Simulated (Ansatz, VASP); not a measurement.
# Two plane-wave programs on Ga

The input INCAR:

```
ALGO = Normal
EDIFF = 1E-6
ENCUT = 520
GGA = PE
ISIF = 2
ISMEAR = 0
LASPH = T
LCHARG = T
LELF = T
LREAL = F
LVHAR = T
LWAVE = F
NBANDS = 12
NELM = 100
PREC = Accurate
SIGMA = 0.1
```

File KPOINTS:

```
k-points
0
Gamma
  8 8 8
```

File POSCAR:

```
Ga
1.0
   -1.7406372864      1.7406372864      1.7406372864
    1.7406372864     -1.7406372864      1.7406372864
    1.7406372864      1.7406372864     -1.7406372864
Ga
1
Direct
    0.0000000000      0.0000000000      0.0000000000
```

Input for Ansatz:

```yaml
crystal:
  lattice:
    - [-1.7406372864, 1.7406372864, 1.7406372864]
    - [1.7406372864, -1.7406372864, 1.7406372864]
    - [1.7406372864, 1.7406372864, -1.7406372864]
  atoms:
    - { symbol: Ga, position: [0.0, 0.0, 0.0] }
basis:
  ecutwfc: 420
kpoints:
  mp_grid: { grid: [8, 8, 8] }
hamiltonian:
  xc: pbe
scf:
  occupations: { method: gaussian, width: 0.1 }
  lower_state_search: "off"
output:
  forces: true
  stress: true
  eigenvalues: true
```

Alike in both runs: task single point; functional PBE; k mesh 8 × 8 × 8; occupations gaussian, width 0.1 eV; no spin polarisation.

|  | VASP | Ansatz |
| --- | --- | --- |
| version | VASP 6.6.1 | Ansatz 0.2.0 |
| potentials or method | VASP PAW PBE potentials, release 64 (Ga_d) | scalar-relativistic, plane waves, PAW |
| plane-wave cutoff (eV) | 520 | 420 |
| valence electrons in the cell | 13 | 13 |

|  | VASP | Ansatz | Ansatz less VASP |
| --- | --- | --- | --- |
| gap on the k mesh at the Fermi level (eV) | none | none | - |
| pressure (GPa) | -3.2 | -3.2 | -0.03 |

A gap of «none» marks a metal or a gap that the smearing closes.
